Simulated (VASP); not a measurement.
# GaAs: input slips in a relaxation and what they do, part 2 of 2

Aim: see how common mistakes in a VASP relaxation show up, on GaAs. The starting structure is a measured crystal structure from the Crystallography Open Database. The first relaxation on each setting starts from this cell expanded by 3 % in volume.

VASP 6.6.1.

Results so far: reference 22.66 Å³ an atom.

## Step 5: Relaxation with a loose energy criterion for the relaxation (continued)

Level of this step: PBEsol; plane waves and PAW (As, Ga_d) (VASP).

Parts of OUTCAR (step 5):

```text
  Total       -0.0265068     -0.0265068     -0.0265068     -0.0000000      0.0000000     -0.0000000
  in kB       -0.9365119     -0.9365119     -0.9365119     -0.0000000      0.0000000     -0.0000000
  external PRESSURE =      -0.9365119 kB  Pullay stress =       0.0000000 kB

 POSITION                                       TOTAL-FORCE (eV/Angst)
 -----------------------------------------------------------------------------------
      4.24554      4.24554      4.24554        -0.000000      0.000000      0.000000
      0.00000      0.00000      0.00000         0.000000     -0.000000     -0.000000
 -----------------------------------------------------------------------------------
    total drift:                               -0.000000     -0.000000     -0.000000

  FREE ENERGIE OF THE ION-ELECTRON SYSTEM (eV)
  ---------------------------------------------------
  free  energy   TOTEN  =        -9.0654317121 eV

  energy  without entropy=       -9.0654317121  energy(sigma->0) =       -9.06543171

[... 2 parts as in an earlier step ...]

[... 2 further parts left out ...]
[key lines of the parts left out:]
E-fermi :   3.9588
```

With a loose energy criterion for the relaxation the cell ends at 22.674 Å³ an atom, +0.05 % from the reference.

## Step 6: Relaxation with a k mesh far too coarse

A slip made on purpose: a k mesh far too coarse. Against step 2 the input has a 2×2×2 mesh (also changed: NELM, NCORE and KPAR).

INCAR reads:

```
SYSTEM = GaAs
PREC = Accurate
ENCUT = 450
EDIFF = 1E-06
NELM = 60
ISMEAR = 0
SIGMA = 0.03
LREAL = .FALSE.
ALGO = Normal
GGA = PS
NBANDS = 15
LORBIT = 11
LWAVE = .FALSE.
LCHARG = .FALSE.
NCORE = 8
IBRION = 2
NSW = 50
ISIF = 3
EDIFFG = -0.006
```

POSCAR reads:

```
GaAs
1.0
    0.0000000000      2.8548404342      2.8548404342
    2.8548404342      0.0000000000      2.8548404342
    2.8548404342      2.8548404342      0.0000000000
As Ga
1 1
Direct
    0.7500000000      0.7500000000      0.7500000000
    0.0000000000      0.0000000000      0.0000000000
```

KPOINTS reads:

```
Automatic mesh
0
Gamma
2 2 2
0 0 0
```

The projector-augmented-wave data sets are As and Ga_d (PBE family, release 64).

Command:

```
mpirun -np 8 vasp_std
```

What it wrote:

```text
[banner, memory and clock lines left out]
running    8 mpi-ranks, on    1 nodes
[...]
[... a notice as in an earlier step ...]

 [... a notice as in an earlier step ...]

 LDA part: xc-table for (Slater+PW92), standard interpolation
 POSCAR, INCAR and KPOINTS ok, starting setup
[...]
entering main loop
       N       E                     dE             d eps       ncg     rms          rms(c)
DAV:   1     0.818637340761E+02    0.81864E+02   -0.81907E+03    90   0.144E+03
DAV:   2    -0.474679378328E+00   -0.82338E+02   -0.78192E+02    97   0.291E+02
DAV:   3    -0.698613047341E+01   -0.65115E+01   -0.64112E+01    97   0.703E+01
DAV:   4    -0.708404694621E+01   -0.97916E-01   -0.97874E-01   118   0.939E+00
[...]
DAV:  10    -0.663813982183E+01   -0.37161E-03   -0.25620E-04   104   0.145E-01    0.382E-02
DAV:  11    -0.663833708553E+01   -0.19726E-03   -0.22867E-04   104   0.143E-01    0.606E-03
DAV:  12    -0.663833669550E+01    0.39003E-06   -0.84459E-06   111   0.298E-02
   1 F= -.66383367E+01 E0= -.66383261E+01  d E =-.663834E+01
[... from here on, the cycles between the ionic steps are left out ...]
   2 F= -.67670034E+01 E0= -.67641110E+01  d E =-.128667E+00
   3 F= -.66851818E+01 E0= -.66822888E+01  d E =-.468451E-01
   4 F= -.68155583E+01 E0= -.68126659E+01  d E =-.177222E+00
   5 F= -.68184328E+01 E0= -.68155404E+01  d E =-.180096E+00
   6 F= -.68184570E+01 E0= -.68155645E+01  d E =-.180120E+00
   7 F= -.68184575E+01 E0= -.68155651E+01  d E =-.517030E-06
   8 F= -.68184589E+01 E0= -.68155665E+01  d E =-.198715E-05
   9 F= -.68184587E+01 E0= -.68155662E+01  d E =0.284667E-06
 trial-energy change:    0.000000  1 .order   -0.000000   -0.000000   -0.000000
 step:   0.0011(harm=  0.0011)  dis= 0.00000  next Energy=    -6.818459 (dE=-0.165E-07)
 reached required accuracy - stopping structural energy minimisation
```

Wall time 3 s (8 MPI ranks of Intel Xeon Platinum 8488C (Sapphire Rapids), shared host); peak memory 0.85 GiB.

OUTCAR, selected parts (step 6):

```text
  Total        0.0118902      0.0118902      0.0118902      0.0000000      0.0000000      0.0000000
  in kB        0.3506044      0.3506044      0.3506044      0.0000000      0.0000000      0.0000000
  external PRESSURE =       0.3506044 kB  Pullay stress =       0.0000000 kB

 POSITION                                       TOTAL-FORCE (eV/Angst)
 -----------------------------------------------------------------------------------
      4.50930      4.50930      4.50930         0.000000      0.000000      0.000000
      0.00000      0.00000      0.00000        -0.000000     -0.000000     -0.000000
 -----------------------------------------------------------------------------------
    total drift:                               -0.000001     -0.000001     -0.000001

  FREE ENERGIE OF THE ION-ELECTRON SYSTEM (eV)
  ---------------------------------------------------
  free  energy   TOTEN  =        -6.8184586607 eV

  energy  without entropy=       -6.8126738238  energy(sigma->0) =       -6.81556624

[... 1 part as in an earlier step ...]

[... 3 further parts left out ...]
[key lines of the parts left out:]
E-fermi :   2.5702
```

Logs of long relaxations may skip ionic steps without a mark.

With a k mesh far too coarse the cell ends at 27.168 Å³ an atom, +19.88 % from the reference; the bulk modulus is 45.2 GPa against 70.3 GPa.

## Step 7: All runs side by side

```tsv
run	ended	volume (Å³/atom)	change (%)	bulk modulus (GPa)	pressure left (GPa)	core minutes
reference	converged	22.662	-	70.3	0.02	1.44
a cutoff far too low	stopped by VASP	-	-	-	-	4.27
too few ionic steps	not converged	-	-	-	-	0.56
a loose energy criterion for the relaxation	converged	22.674	0.05	-	-0.09	0.72
a k mesh far too coarse	converged	27.168	19.88	45.2	0.04	0.4
```

Core minutes are wall time times ranks, summed over the relaxations behind a row (those for a bulk modulus apart), on shared hosts.

## Step 8: Results

- volume of the reference: 22.66 Å³/atom
- volume against the reference, a loose energy criterion for the relaxation: +0.05 %
- volume against the reference, a k mesh far too coarse: +19.88 %
- run with a cutoff far too low: stopped by VASP
- run with too few ionic steps: not converged

In words: VASP stopped by itself in the run with a cutoff far too low. The run with too few ionic steps didn't converge. Finished, but with signs in the output that stand out against the reference: a k mesh far too coarse, with the volume changed by +19.9 % (signs: 3.7 GPa at the first ionic step (of the first relaxations, not shown; reference: -1.7 GPa)). Little came of a loose energy criterion for the relaxation in this material. The reference was restarted once and the runs with a slip weren't, so their cells may not have settled fully. Further runs on this material are not shown.

[Lines on the potential files, build, host, timing and source positions are cut from VASP's logs without a mark.]

[Logs are printed without paths, hosts, clocks, repeated set-up lines and the standing remarks that a program may print on its own settings, such as how far it seeks lower states.]

[Hosts, paths, dates, database ids (printed as entryN), source tags and the programs' standing remarks are cut or masked in the printed files.]
